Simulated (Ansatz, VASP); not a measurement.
## RbBr in VASP and in Ansatz

```
Rb Br
1.0
     4.23298    0.00000    0.00000
     0.00000    4.23298    0.00000
     0.00000    0.00000    4.07017
Rb Br
1 1
Direct
  0.92062 0.00000 0.00000
  0.58491 0.50000 0.50000
```

Change from the starting cell: mode 4 frozen in at -0.346 Å, equal normal strain along x and y +0.0400.

Alike in both runs: task single point; functional PBEsol; k mesh 6 × 6 × 6; occupations gaussian, width 0.05 eV; no spin polarisation.

```csv
,VASP,Ansatz
version,VASP 6.6.1,Ansatz 0.2.0
potentials or method,"VASP PAW PBE potentials, release 64 (Rb_sv, Br)","scalar-relativistic, plane waves, PAW"
plane-wave cutoff (eV),520,420
valence electrons in the cell,16,16
```

Ansatz gave:

* gap on the k mesh at the Fermi level (eV): 3.92
* least direct gap on the mesh (eV): 3.92
* pressure (GPa): 0.9
* largest component of the traceless stress (GPa): 0.86
* rms of the force components (eV/Å): 0.237

Problem. Which values does VASP return?

Solution. gap on the k mesh at the Fermi level (eV): 3.91; least direct gap on the mesh (eV): 3.91; pressure (GPa): 1.0; largest component of the traceless stress (GPa): 0.87; rms of the force components (eV/Å): 0.241.

Atom by atom the forces differ by 0.005 eV/Å (rms over components).

Caveats: the PAW data sets were made with another functional, which shifts forces and pressure a little (VASP).
